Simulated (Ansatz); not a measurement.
## HfO2 (model cell, started as fluorite): the cell at rest: relaxation

Ansatz 0.2.0; DFT PBE, scalar-relativistic, plane waves, PAW; PAW set soft_1.

It takes space group Fm-3m (No. 225, cubic). The conventional cell has a = 5.050 Å, b = 5.050 Å, c = 5.050 Å, α = 90.00°, β = 90.00°, γ = 90.00°. Nearest to Hf lie 8 O at 2.19 Å. Nearest to O lie 4 Hf at 2.19 Å. Farther neighbours and most contacts between anions are not listed.

Step by step:

```
step  energy less that of the first step (eV)  largest force component (eV/Å)  pressure (GPa)  volume (Å³)
   1                                   0.0000                          0.0000            7.44        32.20
   2                                  -0.0161                          0.0000           -1.16        33.25
   3                                  -0.0172                          0.0000           -0.04        33.10
  4*                                  -0.0209                          0.0000            0.16        33.10
   5                                  -0.0208                          0.0000            0.00        33.13
  6*                                  -0.0211                          0.0000            0.00        33.13
```

Relaxation steps marked * repeat the geometry before them on a plane-wave basis chosen anew for their cell, so energy and pressure can jump there.

Forces are held to the 48 operations that the run works with; a distortion that breaks them can't arise in this run.

```
conventional cell, symmetrised  before  after  change
                         a (Å)   5.050  5.098  +1.0 %
                         b (Å)   5.050  5.098  +1.0 %
                         c (Å)   5.050  5.098  +1.0 %
              volume (Å³/atom)   10.73  11.04  +2.9 %
```

The relaxed structure:

```
Hf O
1.0
     0.00000    2.54905    2.54905
     2.54905    0.00000    2.54905
     2.54905    2.54905    0.00000
Hf O
1 2
Direct
  0.00000 0.00000 0.00000
  0.25000 0.25000 0.25000
  0.75000 0.75000 0.75000
```

Numbers from this step:

| Item | Value |
| --- | --- |
| pressure | 0.004789 GPa |
| gap on the k-mesh | 3.747 eV |
| volume per atom | 11.04 Å³ |
| direct gap on mesh | 3.747 eV |

What was run to get this?

The system, level and task follow from the heading and the kind of results. Meshes, cutoffs and thresholds can't be read from the results; these are the ones that the run used.

The input, input.yaml:

```yaml
crystal:
  lattice:
    - [0.0, 2.525, 2.525]
    - [2.525, 0.0, 2.525]
    - [2.525, 2.525, 0.0]
  atoms:
    - { symbol: Hf, position: [0.0, 0.0, 0.0] }
    - { symbol: O, position: [0.25, 0.25, 0.25] }
    - { symbol: O, position: [0.75, 0.75, 0.75] }
kpoints:
  mp_grid: { grid: [8, 8, 8] }
hamiltonian:
  xc: pbe
  pseudopotentials: { kind: paw, azcp: { folder: soft_1 } }
scf:
  occupations: { method: gaussian, width: 0.02 }
output:
  forces: true
  stress: true
  eigenvalues: true
relax:
  adjacent_minimum: "off"
  f_tol: 0.005
  max_steps: 80
  cell: { stress_tol: 0.05 }
```

Launch:

```console
$ ansatz run input.yaml --threads 4 --pin off --max-ram 16384MiB --backend cpu --events-out ev --progress --plain --runs-dir out
```

[Logs are printed without paths, hosts, clocks, repeated set-up lines and the standing remarks that a program may print on its own settings, such as how far it seeks lower states.]

[Hosts, paths, dates, database ids (printed as entryN), source tags and the programs' standing remarks are cut or masked in the printed files.]
